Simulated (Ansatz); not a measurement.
Results of HSE06 (plane waves, PAW; Ansatz, a first-principles code) for cubic perovskite LaAlO₃ (cubic high-temperature phase).

Run with plane-wave cutoff 460 eV, 6×6×6 k mesh, Fermi–Dirac smearing 0.01 eV, scalar-relativistic PAW data made under PBE.

Energies at three volumes about the minimum:

```json
[
 {"V (Å³/atom)": "10.492", "E − E_lowest (meV/atom)": "4.51"},
 {"V (Å³/atom)": "10.861", "E − E_lowest (meV/atom)": "0.00"},
 {"V (Å³/atom)": "11.030", "E − E_lowest (meV/atom)": "3.47"}
]
```

**Question.** Fit a parabola by hand: where is the minimum, what lattice constant follows, and what is the bulk modulus?

**Answer.** Slopes: (0.00 − 4.51)/(10.861 − 10.492) = -12.222 and (3.47 − 0.00)/(11.030 − 10.861) = 20.533 meV/Å³. Curvature E″ = 2 × (20.533 − (-12.222))/(11.030 − 10.492) = 121.766 meV/Å⁶. From the middle of the first interval, the slope vanishes at V0 = 10.6765 − (-12.222)/121.766 = 10.777 Å³/atom. B = V0 E″ = 10.777 × 121.766 meV/Å³ × 0.1602 GPa per meV/Å³ = 210 GPa. With 5 atoms in the cube, a = (5 × 10.777)^(1/3) = 3.777 Å. The full Birch–Murnaghan fit to all volumes gives V0 = 10.770 Å³/atom and B0 = 213 GPa.

Measured, for comparison: bulk modulus 215 ± 4 GPa (room temperature, not corrected to a static lattice, cubic phase above 14 GPa, extrapolated to zero pressure; as tabulated in Guennou et al. (2011), arXiv:1105.1276). Computed (rounded) less measured: bulk modulus -0.9 % (inside the measured uncertainty).

Note: the relaxation could not lower the start's symmetry, so the cell can be a saddle point above a distorted one.
